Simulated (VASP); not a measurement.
# CdO (Monteponite) (Fm-3m) in VASP: further runs

Runs on CdO (Monteponite). Level: LDA. Tasks: single point.

Everything below comes from runs of VASP 6.6.1. Logs are shortened: lines on timing, memory, paths and dates and some standing lists are left out, and cuts for length are marked.

## (1) The crystal as given

The structure is cubic, space group Fm-3m (No. 225). The conventional cell has a = 4.699 Å, b = 4.699 Å, c = 4.699 Å, α = 90.00°, β = 90.00°, γ = 90.00°. Cd (site symmetry m-3m) has 6 O at 2.35 Å as nearest neighbours. Around O (site symmetry m-3m) lie 6 Cd at 2.35 Å.

## (2) Single point, LDA, spin-orbit coupling, no magnetisation

INCAR reads:

```
ALGO = Normal
EDIFF = 1E-7
ENCUT = 400
GGA_COMPAT = F
ISIF = 2
ISMEAR = 0
LASPH = T
LCHARG = F
LNONCOLLINEAR = T
LORBIT = 11
LREAL = F
LSORBIT = T
LWAVE = F
MAGMOM = 0 0 0 0 0 0
NBANDS = 34
NELM = 100
PREC = Normal
SIGMA = 0.02
```

KPOINTS reads:

```
k-points
0
Gamma
  7 7 7
```

POSCAR reads:

```
CdO
1.0
    0.0000000000      2.3495000000      2.3495000000
    2.3495000000      0.0000000000      2.3495000000
    2.3495000000      2.3495000000      0.0000000000
Cd O
1 1
Direct
    0.0000000000      0.0000000000      0.0000000000
    0.5000000000      0.5000000000      0.5000000000
```

Potentials or basis: VASP PAW LDA potentials, release 64 (Cd, O).

Started as:

```console
$ cat potpaw_LDA.64/Cd/POTCAR potpaw_LDA.64/O/POTCAR > POTCAR
$ mpirun -np 1 vasp_ncl > vasp.out
```

OUTCAR:

```text
EDIFF = 1E-7
   ENCUT = 400
   ISIF = 2
   ISMEAR = 0
   LASPH = T
   LNONCOLLINEAR = T
   LORBIT = 11
   LREAL = F
   LSORBIT = T
   NELM = 100
   PREC = Normal

 Found     20 irreducible k-points:

 Following reciprocal coordinates:
            Coordinates               Weight
  0.000000  0.000000  0.000000      1.000000
  0.142857  0.000000  0.000000      8.000000
  0.285714  0.000000  0.000000      8.000000
  0.428571  0.000000  0.000000      8.000000
  0.142857  0.142857  0.000000      6.000000
  0.285714  0.142857  0.000000     24.000000
   k-points           NKPTS =     20   k-points in BZ     NKDIM =     20   number of bands    NBANDS=     34
   number of dos      NEDOS =    301   number of ions     NIONS =      2
   total plane-waves  NPLWV =   4096
   dimension x,y,z NGX =    16 NGY =   16 NGZ =   16
   dimension x,y,z NGXF=    32 NGYF=   32 NGZF=   32
   ions per type =               1   1
   NGX,Y,Z   is equivalent  to a cutoff of   8.01,  8.01,  8.01 a.u.
   NGXF,Y,Z  is equivalent  to a cutoff of  16.01, 16.01, 16.01 a.u.
 SYSTEM =  unknown system
   PREC   = normal    normal or accurate (medium, high low for compatibility)
   ISTART =      0    job   : 0-new  1-cont  2-samecut
   ICHARG =      2    charge: 1-file 2-atom 10-const
   ISPIN  =      1    spin polarized calculation?
   LNONCOLLINEAR =      T non collinear calculations
   LSORBIT =      T    spin-orbit coupling
   LASPH  =      T    aspherical Exc in radial PAW
   ENCUT  =  400.0 eV  29.40 Ry    5.42 a.u.   5.42  5.42  5.42*2*pi/ulx,y,z
   NELM   =    100;   NELMIN=  2; NELMDL= -5     # of ELM steps
   EDIFF  = 0.1E-06   stopping-criterion for ELM
   LREAL  =      F    real-space projection
   EDIFFG = 0.1E-05   stopping-criterion for IOM
   NSW    =      0    number of steps for IOM
   IBRION =     -1    ionic relax: 0-MD 1-quasi-New 2-CG
   NFREE  =      0    steps in history (QN), initial steepest desc. (CG)
   ISIF   =      2    stress and relaxation
   ISYM   =      2    0-nonsym 1-usesym 2-fastsym
   POTIM  = 0.5000    time-step for ionic-motion
   TEBEG  =    0.0;   TEEND  =   0.0 temperature during run
   PSTRESS=    0.0 pullay stress
   NELECT =      18.0000    total number of electrons
   NUPDOWN=      -1.0000    fix difference up-down
   EMIN   =  10.00;   EMAX   =-10.00  energy-range for DOS
   EFERMI =   0.00;   METHOD = LEGACY
   ISMEAR =     0;   SIGMA  =   0.02  broadening in eV -4-tet -1-fermi 0-gaus
   EFERMI_NEDOS =   21; number of points for ismear=-14 and -15
   IALGO  =     38    algorithm
   IMIX   =      4    mixing-type and parameters
     AMIX     =   0.40;   BMIX     =  1.00
     AMIX_MAG =   1.60;   BMIX_MAG =  1.00
  volume/ion in A,a.u.               =      12.97        87.52
[... 248 lines left out ...]

 VOLUME and BASIS-vectors are now :
 -----------------------------------------------------------------------------
  energy-cutoff  :      400.00
  volume of cell :       25.94
      direct lattice vectors                 reciprocal lattice vectors
     0.000000000  2.349500000  2.349500000    -0.212811236  0.212811236  0.212811236
     2.349500000  0.000000000  2.349500000     0.212811236 -0.212811236  0.212811236
     2.349500000  2.349500000  0.000000000     0.212811236  0.212811236 -0.212811236

 POSITION                                       TOTAL-FORCE (eV/Angst)
 -----------------------------------------------------------------------------------
      0.00000      0.00000      0.00000         0.000000      0.000000      0.000000
      2.34950      2.34950      2.34950        -0.000000     -0.000000     -0.000000
 -----------------------------------------------------------------------------------
    total drift:                                0.000000      0.000000      0.000000

  FREE ENERGIE OF THE ION-ELECTRON SYSTEM (eV)
  ---------------------------------------------------
  free  energy   TOTEN  =        -9.3752725220 eV

  energy  without entropy=       -9.3751352431  energy(sigma->0) =       -9.37520388

 Spin-Orbit-Coupling matrix elements

 Ion:    1  E_soc:     -0.0527964
 l=   1
     0.0000000    -0.0018117    -0.0018117
    -0.0018117     0.0000000    -0.0018117
    -0.0018117    -0.0018117     0.0000000
 l=   2
     0.0000000    -0.0014305     0.0000000    -0.0014305    -0.0055571
    -0.0014305     0.0000000    -0.0041678    -0.0014305    -0.0013893
     0.0000000    -0.0041678     0.0000000    -0.0041678     0.0000000
    -0.0014305    -0.0014305    -0.0041678     0.0000000    -0.0013893
    -0.0055571    -0.0013893     0.0000000    -0.0013893     0.0000000
 l=   3
     0.0000000     0.0000000     0.0000000     0.0000000     0.0000000     0.0000000     0.0000000
     0.0000000     0.0000000     0.0000000     0.0000000     0.0000000     0.0000000     0.0000000
     0.0000000     0.0000000     0.0000000     0.0000000     0.0000000     0.0000000     0.0000000
     0.0000000     0.0000000     0.0000000     0.0000000     0.0000000     0.0000000     0.0000000
     0.0000000     0.0000000     0.0000000     0.0000000     0.0000000     0.0000000     0.0000000
     0.0000000     0.0000000     0.0000000     0.0000000     0.0000000     0.0000000     0.0000000
     0.0000000     0.0000000     0.0000000     0.0000000     0.0000000     0.0000000     0.0000000

 Ion:    2  E_soc:     -0.0003414
 l=   1
     0.0000000    -0.0000569    -0.0000569
    -0.0000569     0.0000000    -0.0000569
    -0.0000569    -0.0000569     0.0000000
 l=   2
     0.0000000     0.0000000     0.0000000     0.0000000     0.0000000
     0.0000000     0.0000000     0.0000000     0.0000000     0.0000000
     0.0000000     0.0000000     0.0000000     0.0000000     0.0000000
     0.0000000     0.0000000     0.0000000     0.0000000     0.0000000
     0.0000000     0.0000000     0.0000000     0.0000000     0.0000000
 l=   3
     0.0000000     0.0000000     0.0000000     0.0000000     0.0000000     0.0000000     0.0000000
     0.0000000     0.0000000     0.0000000     0.0000000     0.0000000     0.0000000     0.0000000
     0.0000000     0.0000000     0.0000000     0.0000000     0.0000000     0.0000000     0.0000000
     0.0000000     0.0000000     0.0000000     0.0000000     0.0000000     0.0000000     0.0000000
     0.0000000     0.0000000     0.0000000     0.0000000     0.0000000     0.0000000     0.0000000
     0.0000000     0.0000000     0.0000000     0.0000000     0.0000000     0.0000000     0.0000000
     0.0000000     0.0000000     0.0000000     0.0000000     0.0000000     0.0000000     0.0000000

 total charge

# of ion       s       p       d       tot
------------------------------------------
    1        0.347   0.264   9.637  10.248
    2        1.587   3.345   0.000   4.932
--------------------------------------------------
tot          1.934   3.609   9.637  15.180

 magnetization (x)

# of ion       s       p       d       tot
------------------------------------------
    1       -0.000   0.000   0.000  -0.000
    2        0.000   0.000   0.000   0.000
--------------------------------------------------
tot         -0.000   0.000   0.000  -0.000

 magnetization (y)

# of ion       s       p       d       tot
------------------------------------------
    1       -0.000   0.000   0.000  -0.000
    2        0.000  -0.000   0.000  -0.000
--------------------------------------------------
tot         -0.000  -0.000   0.000  -0.000

 magnetization (z)

# of ion       s       p       d       tot
------------------------------------------
    1       -0.000   0.000   0.000  -0.000
    2        0.000   0.000   0.000   0.000
--------------------------------------------------
tot         -0.000   0.000   0.000  -0.000
```

OSZICAR:

```text
N       E                     dE             d eps       ncg     rms          rms(c)
DAV:   1     0.131494548897E+03    0.13149E+03   -0.81650E+03  1408   0.897E+02
DAV:   2    -0.511079149226E+01   -0.13661E+03   -0.12631E+03  1516   0.283E+02
DAV:   3    -0.110086891393E+02   -0.58979E+01   -0.58625E+01  1610   0.661E+01
DAV:   4    -0.110320782721E+02   -0.23389E-01   -0.23386E-01  1562   0.437E+00
DAV:   5    -0.110321397520E+02   -0.61480E-04   -0.61479E-04  1562   0.196E-01    0.105E+01
DAV:   6    -0.943596148436E+01    0.15962E+01   -0.30651E+00  1854   0.350E+01    0.928E+00
DAV:   7    -0.941247691623E+01    0.23485E-01   -0.77277E-01  1498   0.792E+00    0.482E+00
DAV:   8    -0.938248506520E+01    0.29992E-01   -0.13733E-01  1472   0.283E+00    0.942E-01
DAV:   9    -0.937529789298E+01    0.71872E-02   -0.83110E-03  1734   0.116E+00    0.179E-01
DAV:  10    -0.937530530063E+01   -0.74077E-05   -0.17162E-03  1482   0.378E-01    0.935E-02
DAV:  11    -0.937527417759E+01    0.31123E-04   -0.49901E-05  1614   0.550E-02    0.480E-02
DAV:  12    -0.937527279132E+01    0.13863E-05   -0.21022E-05  1492   0.440E-02    0.882E-03
DAV:  13    -0.937527250815E+01    0.28317E-06   -0.14084E-06  1538   0.188E-02    0.231E-03
DAV:  14    -0.937527252199E+01   -0.13838E-07   -0.92334E-08  1168   0.336E-03
   1 F= -.93752725E+01 E0= -.93752039E+01  d E =-.137279E-03  mag=    -0.0000     0.0000     0.0000
```

Run time: 6.9 s. Hardware: 1 thread of Intel Xeon Platinum 8488C (Sapphire Rapids), shared host; peak memory 0.13 GiB.

The run converged, but some of its settings lie outside the range that counts as converged, so its numbers aren't taken as properties of the crystal.

Results:

```
Free energy                                           : -9.3753 eV
Valence electrons inside the program's atomic spheres : Cd 10.25; O 4.93
```

Caveat: the cutoff is under 1.25 times the usual one of these potentials, so pressure, stress and relaxed cells hold a basis-set (Pulay) error.

## (3) Single point, LDA, spin-orbit coupling, no magnetisation

Changes to INCAR since step 2:

```diff
@@ -6,3 +6,3 @@
 ISMEAR = 0
-LASPH = T
+LASPH = F
 LCHARG = F
@@ -16,3 +16,3 @@
 NELM = 100
-PREC = Normal
+PREC = Accurate
 SIGMA = 0.02
```

KPOINTS is that of step 2.

POSCAR is that of step 2.

Potentials or basis: VASP PAW LDA potentials, release 64 (Cd, O).

Started as:

```console
$ cat potpaw_LDA.64/Cd/POTCAR potpaw_LDA.64/O/POTCAR > POTCAR
$ mpirun -np 1 vasp_ncl > vasp.out
```

Wall time 14 s (1 thread of Intel Xeon Platinum 8488C (Sapphire Rapids), shared host); peak memory 0.17 GiB.

The run converged, but some of its settings lie outside the range that counts as converged, so its numbers aren't taken as properties of the crystal.

Results:

| Property | Result |
| --- | --- |
| Free energy | -9.3712 eV |
| Valence electrons inside the program's atomic spheres | Cd 10.25; O 4.93 |

Caveat: the cutoff is under 1.25 times the usual one of these potentials, so pressure, stress and relaxed cells hold a basis-set (Pulay) error.

## (4) Single point, LDA, spin-orbit coupling, no magnetisation

Changes to INCAR since step 3:

```diff
@@ -2,3 +2,3 @@
 EDIFF = 1E-7
-ENCUT = 400
+ENCUT = 340
 GGA_COMPAT = F
@@ -6,3 +6,3 @@
 ISMEAR = 0
-LASPH = F
+LASPH = T
 LCHARG = F
```

KPOINTS reads:

```
k-points
0
Gamma
  8 8 8
```

POSCAR is that of step 3.

Started as:

```console
$ cat potpaw_LDA.64/Cd/POTCAR potpaw_LDA.64/O/POTCAR > POTCAR
$ mpirun -np 1 vasp_ncl > vasp.out
```

Run time: 16 s. Hardware: 1 thread of Intel Xeon Platinum 8488C (Sapphire Rapids), shared host; peak memory 0.15 GiB.

The run converged, but a check on its numbers failed (symmetry, net force, bounds or a known fault of this set-up), so they aren't taken as properties of the crystal.

Caveat: the cutoff lies under the usual one of these potentials, so the numbers hold a large basis-set error.

## (5) Single point, LDA, spin-orbit coupling, no magnetisation

Changes to INCAR since step 4:

```diff
@@ -2,3 +2,3 @@
 EDIFF = 1E-7
-ENCUT = 340
+ENCUT = 650
 GGA_COMPAT = F
```

KPOINTS reads:

```
k-points
0
Gamma
  6 6 6
```

POSCAR is that of step 4.

Started as:

```console
$ cat potpaw_LDA.64/Cd/POTCAR potpaw_LDA.64/O/POTCAR > POTCAR
$ mpirun -np 1 vasp_ncl > vasp.out
```

Run time: 24 s. Hardware: 1 thread of Intel Xeon Platinum 8488C (Sapphire Rapids), shared host; peak memory 0.21 GiB.

The run converged, but some of its settings lie outside the range that counts as converged, so its numbers aren't taken as properties of the crystal.

Results:

```yaml
Free_energy: -9.3611 eV
Pressure: -4.6 GPa
Valence_electrons_inside_the_program's_atomic_spheres: Cd 10.25; O 4.89
```

Caveat: the k mesh is coarse (spacing up to 0.39 Å⁻¹), so the values aren't converged.

## (6) The reference run

An earlier run on the cell as given: functional PBE; potentials or basis VASP PAW PBE potentials, release 64 (Cd, O); cutoff 520 eV; k mesh 10 × 10 × 10; occupations fermi-dirac, width 0.05 eV; no spin polarisation.

* Pressure: 7.6 GPa
* Band gap on the k mesh: none (metal or under the smearing width)
